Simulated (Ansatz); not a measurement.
Gas-phase electronic energies from Ansatz, PBE0-D4/def2-TZVP geometries. CCSD(T)/CBS is the MP2 limit (def2-TZVPP, def2-QZVPP) plus CCSD(T) − MP2 in def2-TZVPP, frozen cores. Functionals use def2-TZVPP. B3LYP here is the variant with VWN-RPA as its local correlation; programs differ in this. def2 core potentials past Kr. For Sb outer-core shells are correlated without core-valence functions, which leaves a few kJ/mol of doubt a bond. One conformer a species, not always the lowest.

Consider the ligand exchange at the Si–C bond: `C=C([SiH3])CC` + `[NH2][SbH2]` → `[SiH3][NH][SbH2]` + `C=CCC`.

```tsv
level	ΔE (kJ/mol)	difference from CCSD(T)/CBS
LDA (SPW92)	-51.5	9.6
revPBE-D4	-47.7	13.4
r2SCANh-D4	-58.5	2.6
CAM-B3LYP-D4	-63.5	-2.4
ωB97X-V	-59.6	1.5
ωB97M-V	-59.5	1.6
PBE	-51.8	9.3
B3LYP	-62.8	-1.7
r2SCAN0	-61.0	0.1
HF/def2-SVP	-74.6	-13.5
MP2/def2-SVP	-62.2	-1.1
HF/def2-TZVPP	-75.4	-14.3
MP2/def2-TZVPP	-61.7	-0.6
CCSD/def2-TZVPP	-63.0	-1.9
HF/def2-QZVPP	-76.9	-15.8
MP2/CBS(def2)	-62.6	-1.5
CCSD(T)/CBS	-61.1	0
```

Largest T1 diagnostic among the species: 0.013.

From PBE to PBE0 (25 % exact exchange), in def2-TZVPP and without D4, ΔE moves by −4.7 kJ/mol. Leaving LDA and LC-ωPBE aside and taking each functional with its dispersion term where it has one, the values, not all of them listed here, spread over 19.2 kJ/mol, from BHLYP-D4 to revPBE-D4.

CCSD(T)/CBS has its own doubt, a few kJ/mol and more with outer-core shells, so smaller differences from it don't rank the levels.
